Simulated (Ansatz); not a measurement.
CdI2-type MnF2

The computed numbers are results of PBE+U (U_eff = 3.9 eV on Mn 3d), scalar-relativistic (collinear spin) in the plane-wave PAW code Ansatz at 420 eV, Γ-centred 8×8×6 mesh, 0.05 eV Gaussian smearing; PAW files: Ansatz's generated set soft_2.

```
Mn F
1.0
     3.37431    0.00000    0.00000
    -1.68716    2.92224    0.00000
     0.00000    0.00000    4.95762
Mn F
1 2
Cartesian
  0.0000 0.0000 0.0000
  0.0000 1.9482 0.9631
  1.6872 0.9741 3.9945
```

The start was a prototype's sites filled with these elements. The Crystallography Open Database lists the compound in space group P42/mnm, so this is a trial structure.

The geometry is fixed. Moments are started on Mn in several ways. q is the propagation vector of an order in a doubled cell, in units of this cell's reciprocal vectors; doubled cells take an equivalent mesh or are counted from a ferromagnetic run in the same cell, unless said otherwise. Energies count from the first row, the state in which the cell was relaxed.

The starts:
- ferromagnetic
- no spin polarisation
- antiparallel, q = (0, 0, 1/2)
- antiparallel, q = (0, 1/2, 0)
- antiparallel, q = (0, 1/2, 1/2)

Question: Which start ends lowest?

Answer: None is resolved: all magnetic starts end within 0.2 meV/atom of each other.

| start | largest typed moment (μB) | ΔE (meV/atom) | gap on the mesh (eV) | P (GPa) | final spin moments (μB) |
| --- | --- | --- | --- | --- | --- |
| ferromagnetic | 4.73* | 0.0 | 3.18 | 0.0 | Mn 4.30; F 0.07 |
| no spin polarisation | 0.00 | 1551.8 | metal | -12.3 | none |
| antiparallel, q = (0, 0, 1/2) | 5.00* | 0.0 | 3.45 | 0.0 | Mn 4.30, -4.30; F 0.07, -0.07 |
| antiparallel, q = (0, 1/2, 0) | 5.00* | 0.2 | 3.67 | 0.0 | Mn 4.30, -4.30 |
| antiparallel, q = (0, 1/2, 1/2) | 5.00* | 0.2 | 3.66 | 0.0 | Mn 4.30, -4.30 |

A star marks runs that didn't start from the typed moments alone: they went on from the state of an earlier run.

The atoms aren't at rest in: no spin polarisation (forces up to 1.03 eV/Å), so relaxing would lower that row.

The row without spin polarisation prices the pairing of the open shell's electrons, in one of several fillings that the shell can take under U, not a magnetic ordering energy.

Only orders that fit these small cells were tried, so the real crystal's order may be another.

With a Hubbard U or exact exchange the result depends on the state in which the open shell ends, and a lower one can't be excluded. Site moments are of spin, integrated over atomic spheres.
